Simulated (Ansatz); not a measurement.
# HfO2: energy landscapes

Aim: for HfO2, get the zone-centre phonons and trace the energy along mode 4.

Method: DFT r2SCAN, scalar-relativistic, plane waves, PAW, in Ansatz 0.2.0.

1 further run of the same task is left out (set aside as unsound or not needed). Runs told in other sessions of the task aren't counted.

## (1) Starting point

The structure is tetragonal, space group P4_2/nmc (No. 137). The conventional cell has a = 3.577 Å, b = 3.577 Å, c = 5.203 Å, α = 90.00°, β = 90.00°, γ = 90.00°. Around Hf (site symmetry -4m2) lie 4 O at 2.06 Å. O (site symmetry 2mm) has 2 Hf at 2.06 Å in its first shell of neighbours.

Structure file:

```
Hf O
1.0
     3.57682    0.00000    0.00000
     0.00000    3.57682    0.00000
     0.00000    0.00000    5.20267
Hf O
2 4
Cartesian
  1.7884 1.7884 2.6013
  0.0000 0.0000 0.0000
  0.0000 1.7884 3.6219
  1.7884 0.0000 4.1821
  1.7884 0.0000 1.5808
  0.0000 1.7884 1.0206
```

It goes back to an entry of the Materials Project, which need not be the stable form.

This cell was relaxed beforehand with the same method: volume 11.09 Å³/atom, gap on the mesh 5.26 eV.

## (2) The reference cell

Reference values: F = -33752.5803 eV; pressure -0.01 GPa; largest force 0.000 eV/Å; gap on the mesh 5.26 eV. It was computed beforehand with the settings of the runs below.

## (3) Normal modes

Input file input.yaml:

```yaml
crystal:
  lattice:
    - [3.5768243321, 0.0, 0.0]
    - [0.0, 3.5768243321, 0.0]
    - [0.0, 0.0, 5.2026739521]
  atoms:
    - { symbol: Hf, position: [0.5, 0.5, 0.5] }
    - { symbol: Hf, position: [0.0, 0.0, 0.0] }
    - { symbol: O, position: [0.0, 0.5, 0.6961635346] }
    - { symbol: O, position: [0.5, 0.0, 0.8038364654] }
    - { symbol: O, position: [0.5, 0.0, 0.3038364654] }
    - { symbol: O, position: [0.0, 0.5, 0.1961635346] }
basis:
  ecutwfc: 500
kpoints:
  mp_grid: { grid: [6, 6, 6] }
hamiltonian:
  xc: r2scan
scf:
  occupations: { method: gaussian, width: 0.05 }
output:
  eigenvalues: true
phonons:
  method: fd
  supercell: [1, 1, 1]
  amplitude: 0.02
  eigenvectors: true
  dielectric: false
```

Run with:

```bash
$ ansatz run input.yaml --threads 2 --pin off --max-ram 5120MiB --backend cpu --events-out ev --progress --plain --runs-dir out
```

Output, shortened:

```text
Warning: RAYON_NUM_THREADS=2 ignored (pool sized by the plan → 2); use --threads N
[...]
Pseudopotentials: kind: paw
Pseudopotential: Hf, paw, valence charge 26, recommended cutoff 500 eV (meta_gga), Hf.paw.azcp
Pseudopotential: O, paw, valence charge 6, recommended cutoff 500 eV (meta_gga), O.paw.azcp
Functional definition: r2SCAN
[...]
Crystal: 6 atoms, lattice volume = 66.561 Å³
Basis set: ecut = 500 eV, 1707 PW (Γ), exchange–correlation on 162×162×240 points (216 copies of the dense FFT grid, shifted against one another)
Bands: 46, of which v1, the nominal top of the filled ones, is band 38 counted from 1 (37 counted from 0)
Symmetry: 16 space group operations
k-points: 40 of 216
[...]
SCF iter   1: F=—  HF=-33752.469919 eV  |F-HF|=—  |Δ(HF+E_count)|=         —  Δρ=1.07e-2  dr2=6.16e-2  dr2_τ=4.29e-1  ethr=1.77e-3  ⟨swp⟩=6.0  Hψ=6004  notcnv=0
[...]
Symmetry: 1 space group operations
[...]
SCF iter   7: F=-33752.577654 eV  HF=-33752.577654 eV  |F-HF|=4.37e-11  |Δ(HF+E_count)|=  1.60e-10  Δρ=3.89e-7  dr2=7.15e-11  dr2_τ=1.64e-11  ethr=1.00e-12  ⟨swp⟩=4.7  Hψ=18944  notcnv=0
[...]
SCF converged after 2 iterations
Free energy (F): -33752.580305 eV
[...]
E sigma→0 (E₀):  -33752.580305 eV
Fermi energy:    17.124979 eV
[...]
--- Forces (eV/Å), atoms counted from 1 ---
  atom   1  Hf    -0.00000000     0.00000000    -0.00000000
  atom   2  Hf     0.00000000     0.00000000     0.00000000
  atom   3  O     -0.00000000     0.00000000    -0.00004840
  atom   4  O      0.00000000     0.00000000     0.00004840
  atom   5  O     -0.00000000     0.00000000     0.00004840
  atom   6  O      0.00000000     0.00000000    -0.00004840
[...]
--- Band table (eV; the first three rows and the last of 40) ---
[...]
--- Phonons: 3 displaced members + reference (amplitude 0.02 Å, Σ member SCF iterations 25) ---
  symmetry images taken by strict's conditions (phonons.symmetry_images: auto; settled by no image being taken that strict refuses)
  ASR residual: 6.302e-3 → 0.000e0 eV/Å²; symmetrization residual: 2.518e-3 eV/Å²
  largest component of a force at the reference: 4.8e-5 eV/Å
  ASR residual per site (eV/Å²): 6.30e-3 6.30e-3 3.80e-3 3.80e-3 3.80e-3 3.80e-3
  Γ frequencies (cm⁻¹): 0.00 0.00 0.00 59.75 59.75 102.09 102.09 222.05 313.52 318.63 447.09 447.09 465.06 465.06 603.79 661.85 675.87 675.87
  density of states and harmonic sums: on the 17×17×12 q-mesh, interpolated from the force constants of a 1×1×1 supercell (no non-analytic term)
  largest difference from the sums on the solved wave vectors: F 2.58e-1 eV, S 5.14e-4 and C_V 2.56e-4 eV/K
[...]
```

Wall time 2.6 min (2 threads of Intel Xeon Platinum 8259CL at 2.50GHz (Skylake/Cascade Lake), shared host); peak memory 0.99 GiB.

Wavenumbers in cm⁻¹, from the file of eigenvectors (i: imaginary; no LO–TO term): 1: 0, 2: 0, 3: 0, 4: 60, 5: 60, 6: 102, 7: 102, 8: 222, 9: 314, 10: 319, 11: 447, 12: 447, 13: 465, 14: 465, 15: 604, 16: 662, 17: 676, 18: 676. Three modes near zero are the rigid translations.

## (4) Next: a frozen normal mode

Mode 4 of the phonon run on this cell, counted from the lowest, is frozen in: each atom moves by x times its row below, so x is the largest displacement.

```
atom     ux      uy     uz
 Hf1  0.000  -0.091  0.000
 Hf2  0.000  -0.091  0.000
  O3  0.000   1.000  0.000
  O4  0.000   1.000  0.000
  O5  0.000   0.015  0.000
  O6  0.000   0.015  0.000
```

## (5) x = -0.300 Å

Input file input.yaml:

```yaml
crystal:
  lattice:
    - [3.5768243321, 0.0, 0.0]
    - [0.0, 3.5768243321, 0.0]
    - [0.0, 0.0, 5.2026739521]
  atoms:
    - { symbol: Hf, position: [0.5, 0.5076287622, 0.5] }
    - { symbol: Hf, position: [0.0, 0.0076287622, 0.0] }
    - { symbol: O, position: [0.0, 0.4161267168, 0.6961635346] }
    - { symbol: O, position: [0.5, -0.0838732832, 0.8038364654] }
    - { symbol: O, position: [0.5, -0.0012346928, 0.3038364654] }
    - { symbol: O, position: [0.0, 0.4987653072, 0.1961635346] }
basis:
  ecutwfc: 500
kpoints:
  mp_grid: { grid: [6, 6, 6] }
hamiltonian:
  xc: r2scan
scf:
  occupations: { method: gaussian, width: 0.05 }
output:
  forces: true
  stress: true
  eigenvalues: true
```

Run with:

```bash
$ ansatz run input.yaml --threads 2 --pin off --max-ram 5120MiB --backend cpu --events-out ev --progress --plain --runs-dir out
```

Output, shortened:

```text
Warning: RAYON_NUM_THREADS=2 ignored (pool sized by the plan → 2); use --threads N
[...]
[... 4 set-up lines as earlier in the session ...]
[...]
Crystal: 6 atoms, lattice volume = 66.561 Å³
Basis set: ecut = 500 eV, 1707 PW (Γ), exchange–correlation on 108×108×160 points (64 copies of the dense FFT grid, shifted against one another)
Bands: 46, of which v1, the nominal top of the filled ones, is band 38 counted from 1 (37 counted from 0)
Symmetry: 4 space group operations
Space group: Pmn21 (ITA 31), of the structure as read, at distance tolerance 4.1e-5 Å
k-points: 64 of 216 (time reversal used)
[...]
SCF iter   1: F=—  HF=-33752.412906 eV  |F-HF|=—  |Δ(HF+E_count)|=         —  Δρ=1.10e-2  dr2=6.61e-2  dr2_τ=4.30e-1  ethr=1.77e-3  ⟨swp⟩=5.9  Hψ=9665  notcnv=0  defer=5
[...]
SCF iter   8: F=-33752.521130 eV  HF=-33752.521130 eV  |F-HF|=7.66e-9  |Δ(HF+E_count)|=   1.06e-9  Δρ=5.70e-6  dr2=1.84e-8  dr2_τ=3.04e-9  ethr=1.32e-10  ⟨swp⟩=4.1  Hψ=10410  notcnv=0
[...]
SCF converged after 8 iterations
Free energy (F): -33752.521130 eV
[...]
E sigma→0 (E₀):  -33752.521130 eV
Fermi energy:    17.024138 eV
[...]
--- Forces (eV/Å), atoms counted from 1 ---
  atom   1  Hf     0.00000000    -0.30578117    -0.26323380
  atom   2  Hf    -0.00000000    -0.30578117     0.26323380
  atom   3  O      0.00000000     0.28652082    -0.60974908
  atom   4  O     -0.00000000     0.28652082     0.60974908
  atom   5  O      0.00000000     0.01920134    -0.20459915
  atom   6  O     -0.00000000     0.01920134     0.20459915
[...]
--- Stress (GPa, compression-positive) ---
       -2.186237       0.000000       0.000000
        0.000000       5.314803       0.000000
        0.000000       0.000000      -0.250455
  P = ⅓ Tr σ = 0.9594 GPa (9.594 kbar)
--- Band table (eV; the first three rows and the last of 64) ---
[...]
```

Wall time 28 s (2 threads of Intel Xeon Platinum 8259CL at 2.50GHz (Skylake/Cascade Lake), shared host); peak memory 0.57 GiB.

## (6) At x = 0.225 Å

Input file input.yaml:

```yaml
crystal:
  lattice:
    - [3.5768243321, 0.0, 0.0]
    - [0.0, 3.5768243321, 0.0]
    - [0.0, 0.0, 5.2026739521]
  atoms:
    - { symbol: Hf, position: [0.5, 0.4942784283, 0.5] }
    - { symbol: Hf, position: [0.0, -0.0057215717, 0.0] }
    - { symbol: O, position: [0.0, 0.5629049624, 0.6961635346] }
    - { symbol: O, position: [0.5, 0.0629049624, 0.8038364654] }
    - { symbol: O, position: [0.5, 0.0009260196, 0.3038364654] }
    - { symbol: O, position: [0.0, 0.5009260196, 0.1961635346] }
basis:
  ecutwfc: 500
kpoints:
  mp_grid: { grid: [6, 6, 6] }
hamiltonian:
  xc: r2scan
scf:
  occupations: { method: gaussian, width: 0.05 }
output:
  forces: true
  stress: true
  eigenvalues: true
```

Run with:

```bash
$ ansatz run input.yaml --threads 2 --pin off --max-ram 5120MiB --backend cpu --events-out ev --progress --plain --runs-dir out
```

Output, shortened:

```text
Warning: RAYON_NUM_THREADS=2 ignored (pool sized by the plan → 2); use --threads N
[...]
[... 4 set-up lines as earlier in the session ...]
[...]
Crystal: 6 atoms, lattice volume = 66.561 Å³
Basis set: ecut = 500 eV, 1707 PW (Γ), exchange–correlation on 108×108×160 points (64 copies of the dense FFT grid, shifted against one another)
Bands: 46, of which v1, the nominal top of the filled ones, is band 38 counted from 1 (37 counted from 0)
[... 2 set-up lines as earlier in the session ...]
k-points: 64 of 216 (time reversal used)
[...]
SCF iter   1: F=—  HF=-33752.446941 eV  |F-HF|=—  |Δ(HF+E_count)|=         —  Δρ=1.09e-2  dr2=6.42e-2  dr2_τ=4.29e-1  ethr=1.77e-3  ⟨swp⟩=5.9  Hψ=9643  notcnv=0
[...]
SCF iter   8: F=-33752.556021 eV  HF=-33752.556021 eV  |F-HF|=1.01e-8  |Δ(HF+E_count)|=   4.73e-9  Δρ=6.03e-6  dr2=2.01e-8  dr2_τ=3.28e-9  ethr=1.32e-10  ⟨swp⟩=4.1  Hψ=10462  notcnv=0
[...]
SCF converged after 8 iterations
Free energy (F): -33752.556021 eV
[...]
E sigma→0 (E₀):  -33752.556021 eV
Fermi energy:    17.096364 eV
[...]
--- Forces (eV/Å), atoms counted from 1 ---
  atom   1  Hf     0.00000000     0.15518469    -0.13011493
  atom   2  Hf    -0.00000000     0.15518469     0.13011493
  atom   3  O      0.00000000    -0.14716718    -0.34770458
  atom   4  O      0.00000000    -0.14716718     0.34770458
  atom   5  O      0.00000000    -0.00796769    -0.11755632
  atom   6  O      0.00000000    -0.00796769     0.11755632
[...]
--- Stress (GPa, compression-positive) ---
       -1.354829       0.000000       0.000000
        0.000000       3.111808       0.000000
        0.000000       0.000000      -0.301392
  P = ⅓ Tr σ = 0.4852 GPa (4.852 kbar)
--- Band table (eV; the first three rows and the last of 64) ---
[...]
```

Wall time 27 s (2 threads of Intel Xeon Platinum 8259CL at 2.50GHz (Skylake/Cascade Lake), shared host); peak memory 0.57 GiB.

## (7) Point x = -0.150 Å

Input file input.yaml:

```yaml
crystal:
  lattice:
    - [3.5768243321, 0.0, 0.0]
    - [0.0, 3.5768243321, 0.0]
    - [0.0, 0.0, 5.2026739521]
  atoms:
    - { symbol: Hf, position: [0.5, 0.5038143811, 0.5] }
    - { symbol: Hf, position: [0.0, 0.0038143811, 0.0] }
    - { symbol: O, position: [0.0, 0.4580633584, 0.6961635346] }
    - { symbol: O, position: [0.5, -0.0419366416, 0.8038364654] }
    - { symbol: O, position: [0.5, -0.0006173464, 0.3038364654] }
    - { symbol: O, position: [0.0, 0.4993826536, 0.1961635346] }
basis:
  ecutwfc: 500
kpoints:
  mp_grid: { grid: [6, 6, 6] }
hamiltonian:
  xc: r2scan
scf:
  occupations: { method: gaussian, width: 0.05 }
output:
  forces: true
  stress: true
  eigenvalues: true
  write_density: true
  write_potential: true
  elf: true
  volumetric_format: npy
```

Run with:

```bash
$ ansatz run input.yaml --threads 2 --pin off --max-ram 5120MiB --backend cpu --events-out ev --progress --plain --runs-dir out
```

Output, shortened:

```text
[...]
SCF converged after 7 iterations
Free energy (F): -33752.572570 eV
[...]
E sigma→0 (E₀):  -33752.572570 eV
Fermi energy:    17.133978 eV
[...]
--- Forces (eV/Å), atoms counted from 1 ---
  atom   1  Hf     0.00000000    -0.06489758    -0.05200383
  atom   2  Hf     0.00000000    -0.06489758     0.05200383
  atom   3  O     -0.00000000     0.06240327    -0.15636069
  atom   4  O      0.00000000     0.06240327     0.15636069
  atom   5  O     -0.00000000     0.00241878    -0.05297084
  atom   6  O     -0.00000000     0.00241878     0.05297084
[...]
--- Stress (GPa, compression-positive) ---
       -0.649432       0.000000       0.000000
        0.000000       1.420708       0.000000
        0.000000       0.000000      -0.192934
  P = ⅓ Tr σ = 0.1928 GPa (1.928 kbar)
--- Band table (eV; the first three rows and the last of 64) ---
[...]
```

Run time: 33 s. Hardware: 2 threads of Intel Xeon Platinum 8259CL at 2.50GHz (Skylake/Cascade Lake), shared host; peak memory 0.58 GiB.

Density in a lattice plane of the grid's cell (edges 3.58 and 5.20 Å, at 0.499 of the third edge), which holds Hf and O.

Ten even steps from ' ' (0.02 e/Å³) to '@' (33.99 e/Å³):
```
                                
                                
                                
                                
....                          ..
::....                      ....
....                          ..
            ..::--::..          
          ..--**##**--..        
          ..==%%@@%%==..        
          ..--**##**--..        
            ..::--::..          
                                
                                
....                          ..
::....                      ....
....                          ..
                                
                                
                                
```
Columns run along the first of these edges and rows up along the second, over one cell in 16 and 20 even steps from the bottom left corner. Atoms in the plane (fractional): Hf at (0.50, 0.50), O at (0.00, 0.70), O at (0.00, 0.20).

ELF in the same plane.

Values, 12 rows by 8 columns:
```
0.18 0.13 0.06 0.02 0.02 0.02 0.06 0.13
0.79 0.70 0.32 0.05 0.03 0.05 0.32 0.70
0.63 0.80 0.56 0.06 0.03 0.06 0.56 0.80
0.43 0.79 0.44 0.22 0.47 0.22 0.44 0.79
0.80 0.73 0.26 0.75 0.84 0.75 0.26 0.73
0.37 0.20 0.38 0.84 0.75 0.84 0.38 0.20
0.19 0.11 0.27 0.81 0.84 0.81 0.27 0.11
0.82 0.73 0.17 0.27 0.48 0.27 0.17 0.73
0.58 0.81 0.60 0.07 0.03 0.07 0.60 0.81
0.35 0.76 0.69 0.15 0.02 0.15 0.69 0.76
0.79 0.78 0.55 0.11 0.01 0.11 0.55 0.78
0.37 0.30 0.14 0.03 0.01 0.03 0.14 0.30
```
Columns run along the first of these edges and rows up along the second, over one cell in 8 and 12 even steps from the bottom left corner. Atoms in the plane (fractional): Hf at (0.50, 0.50), O at (0.00, 0.70), O at (0.00, 0.20).

Both are smooth fields of the valence electrons: close to the nuclei they are not physical.

Maxima of ELF outside the ion cores: 0.84 in the shell around O, 0.6 Å from O.

## (8) At x = 0.075 Å

Input file input.yaml:

```yaml
crystal:
  lattice:
    - [3.5768243321, 0.0, 0.0]
    - [0.0, 3.5768243321, 0.0]
    - [0.0, 0.0, 5.2026739521]
  atoms:
    - { symbol: Hf, position: [0.5, 0.4980928094, 0.5] }
    - { symbol: Hf, position: [0.0, -0.0019071906, 0.0] }
    - { symbol: O, position: [0.0, 0.5209683208, 0.6961635346] }
    - { symbol: O, position: [0.5, 0.0209683208, 0.8038364654] }
    - { symbol: O, position: [0.5, 0.0003086732, 0.3038364654] }
    - { symbol: O, position: [0.0, 0.5003086732, 0.1961635346] }
basis:
  ecutwfc: 500
kpoints:
  mp_grid: { grid: [6, 6, 6] }
hamiltonian:
  xc: r2scan
scf:
  occupations: { method: gaussian, width: 0.05 }
output:
  forces: true
  stress: true
  eigenvalues: true
```

Run with:

```bash
$ ansatz run input.yaml --threads 2 --pin off --max-ram 5120MiB --backend cpu --events-out ev --progress --plain --runs-dir out
```

Output, shortened:

```text
Warning: RAYON_NUM_THREADS=2 ignored (pool sized by the plan → 2); use --threads N
[...]
[... 4 set-up lines as earlier in the session ...]
[...]
Crystal: 6 atoms, lattice volume = 66.561 Å³
Basis set: ecut = 500 eV, 1707 PW (Γ), exchange–correlation on 108×108×160 points (64 copies of the dense FFT grid, shifted against one another)
Bands: 46, of which v1, the nominal top of the filled ones, is band 38 counted from 1 (37 counted from 0)
[... 2 set-up lines as earlier in the session ...]
k-points: 64 of 216 (time reversal used)
[...]
SCF iter   1: F=—  HF=-33752.468587 eV  |F-HF|=—  |Δ(HF+E_count)|=         —  Δρ=1.07e-2  dr2=6.18e-2  dr2_τ=4.29e-1  ethr=1.77e-3  ⟨swp⟩=5.8  Hψ=9631  notcnv=0
[...]
SCF iter   7: F=-33752.578846 eV  HF=-33752.578846 eV  |F-HF|=2.91e-11  |Δ(HF+E_count)|=   5.37e-8  Δρ=7.50e-6  dr2=3.79e-8  dr2_τ=4.40e-9  ethr=1.32e-10  ⟨swp⟩=9.0  Hψ=12322  notcnv=0
[...]
SCF converged after 7 iterations
Free energy (F): -33752.578846 eV
[...]
E sigma→0 (E₀):  -33752.578846 eV
Fermi energy:    17.127439 eV
[...]
--- Forces (eV/Å), atoms counted from 1 ---
  atom   1  Hf    -0.00000000     0.02008635    -0.01207519
  atom   2  Hf     0.00000000     0.02008635     0.01207519
  atom   3  O     -0.00000000    -0.01966571    -0.03942222
  atom   4  O      0.00000000    -0.01966571     0.03942222
  atom   5  O     -0.00000000    -0.00039339    -0.01332075
  atom   6  O      0.00000000    -0.00039339     0.01332075
[...]
--- Stress (GPa, compression-positive) ---
       -0.176921       0.000000       0.000000
        0.000000       0.354174       0.000000
        0.000000       0.000000      -0.064769
  P = ⅓ Tr σ = 0.0375 GPa (0.375 kbar)
--- Band table (eV; the first three rows and the last of 64) ---
[...]
```

It took 23 s on 2 threads of Intel Xeon Platinum 8259CL at 2.50GHz (Skylake/Cascade Lake), shared host; peak memory 0.56 GiB.

## (9) x = 0.263 Å

Input file input.yaml:

```yaml
crystal:
  lattice:
    - [3.5768243321, 0.0, 0.0]
    - [0.0, 3.5768243321, 0.0]
    - [0.0, 0.0, 5.2026739521]
  atoms:
    - { symbol: Hf, position: [0.5, 0.4933248331, 0.5] }
    - { symbol: Hf, position: [0.0, -0.0066751669, 0.0] }
    - { symbol: O, position: [0.0, 0.5733891228, 0.6961635346] }
    - { symbol: O, position: [0.5, 0.0733891228, 0.8038364654] }
    - { symbol: O, position: [0.5, 0.0010803562, 0.3038364654] }
    - { symbol: O, position: [0.0, 0.5010803562, 0.1961635346] }
basis:
  ecutwfc: 500
kpoints:
  mp_grid: { grid: [6, 6, 6] }
hamiltonian:
  xc: r2scan
scf:
  occupations: { method: gaussian, width: 0.05 }
output:
  forces: true
  stress: true
  eigenvalues: true
```

Run with:

```bash
$ ansatz run input.yaml --threads 2 --pin off --max-ram 5120MiB --backend cpu --events-out ev --progress --plain --runs-dir out
```

Output, shortened:

```text
[...]
SCF converged after 8 iterations
Free energy (F): -33752.541445 eV
[...]
E sigma→0 (E₀):  -33752.541445 eV
Fermi energy:    17.056967 eV
[...]
--- Forces (eV/Å), atoms counted from 1 ---
  atom   1  Hf     0.00000000     0.22227500    -0.18866265
  atom   2  Hf    -0.00000000     0.22227500     0.18866265
  atom   3  O      0.00000000    -0.20948690    -0.47009445
  atom   4  O     -0.00000000    -0.20948690     0.47009445
  atom   5  O      0.00000000    -0.01273132    -0.15846917
  atom   6  O     -0.00000000    -0.01273132     0.15846917
[...]
--- Stress (GPa, compression-positive) ---
       -1.762269       0.000000       0.000000
        0.000000       4.156956       0.000000
        0.000000       0.000000      -0.306088
  P = ⅓ Tr σ = 0.6962 GPa (6.962 kbar)
--- Band table (eV; the first three rows and the last of 64) ---
[...]
```

Wall time 24 s (2 threads of Intel Xeon Platinum 8259CL at 2.50GHz (Skylake/Cascade Lake), shared host); peak memory 0.57 GiB.

## (10) x = 0.188 Å

Input file input.yaml:

```yaml
crystal:
  lattice:
    - [3.5768243321, 0.0, 0.0]
    - [0.0, 3.5768243321, 0.0]
    - [0.0, 0.0, 5.2026739521]
  atoms:
    - { symbol: Hf, position: [0.5, 0.4952320236, 0.5] }
    - { symbol: Hf, position: [0.0, -0.0047679764, 0.0] }
    - { symbol: O, position: [0.0, 0.552420802, 0.6961635346] }
    - { symbol: O, position: [0.5, 0.052420802, 0.8038364654] }
    - { symbol: O, position: [0.5, 0.000771683, 0.3038364654] }
    - { symbol: O, position: [0.0, 0.500771683, 0.1961635346] }
basis:
  ecutwfc: 500
kpoints:
  mp_grid: { grid: [6, 6, 6] }
hamiltonian:
  xc: r2scan
scf:
  occupations: { method: gaussian, width: 0.05 }
output:
  forces: true
  stress: true
  eigenvalues: true
```

Run with:

```bash
$ ansatz run input.yaml --threads 2 --pin off --max-ram 5120MiB --backend cpu --events-out ev --progress --plain --runs-dir out
```

Output, shortened:

```text
[...]
SCF converged after 8 iterations
Free energy (F): -33752.566035 eV
[...]
E sigma→0 (E₀):  -33752.566035 eV
Fermi energy:    17.137409 eV
[...]
--- Forces (eV/Å), atoms counted from 1 ---
  atom   1  Hf     0.00000000     0.10325460    -0.08519184
  atom   2  Hf    -0.00000000     0.10325460     0.08519184
  atom   3  O      0.00000000    -0.09859133    -0.24296749
  atom   4  O      0.00000000    -0.09859133     0.24296749
  atom   5  O      0.00000000    -0.00462554    -0.08227746
  atom   6  O      0.00000000    -0.00462554     0.08227746
[...]
--- Stress (GPa, compression-positive) ---
       -0.979106       0.000000       0.000000
        0.000000       2.195047       0.000000
        0.000000       0.000000      -0.257237
  P = ⅓ Tr σ = 0.3196 GPa (3.196 kbar)
--- Band table (eV; the first three rows and the last of 64) ---
[...]
```

Run time: 27 s. Hardware: 2 threads of Intel Xeon Platinum 8259CL at 2.50GHz (Skylake/Cascade Lake), shared host; peak memory 0.57 GiB.

## (11) All points together

All points in order; energies are free energies above the reference cell:

| x (Å) | ΔE (meV/cell) | force along the mode (eV/Å) | pressure (GPa) | gap on the mesh (eV) |
| --- | --- | --- | --- | --- |
| -0.300 | 59.2 | 0.629 | 1.0 | 4.96 |
| -0.150 | 7.7 | 0.137 | 0.2 | 5.26 |
| 0.000 | 0.0 | 0.000 | 0.0 | 5.26 |
| 0.075 | 1.4 | -0.043 | 0.0 | 5.26 |
| 0.188 | 14.3 | -0.216 | 0.3 | 5.25 |
| 0.225 | 24.3 | -0.323 | 0.5 | 5.16 |
| 0.263 | 38.8 | -0.460 | 0.7 | 5.06 |

Not run, since symmetry makes them alike: 0.300 repeats -0.300, -0.225 repeats 0.225, 0.150 repeats -0.150, -0.075 repeats 0.075. Energy, pressure and gap are the same there.

## (12) Results

| quantity | value |
| --- | --- |
| modes | 18 from 0 to 676 cm⁻¹ |
| harmonic wavenumber of the mode (frozen normal mode) | 60 cm⁻¹ |
| the same from the force at an amplitude of 0.075 Å (frozen normal mode) | 67 cm⁻¹ |

In words: Normal modes: no mode of this cell is imaginary beyond 10 cm⁻¹; other wave vectors were not probed. Frozen normal mode: the force at the smallest amplitude gives 67 cm⁻¹ against 60 cm⁻¹ from the phonon run; the difference shows that the curve is already anharmonic at that amplitude. No sampled point lies below the undisturbed cell. The gap on the mesh stays between 4.96 and 5.26 eV. Spin-orbit coupling is left out, which matters for the bands of Hf.
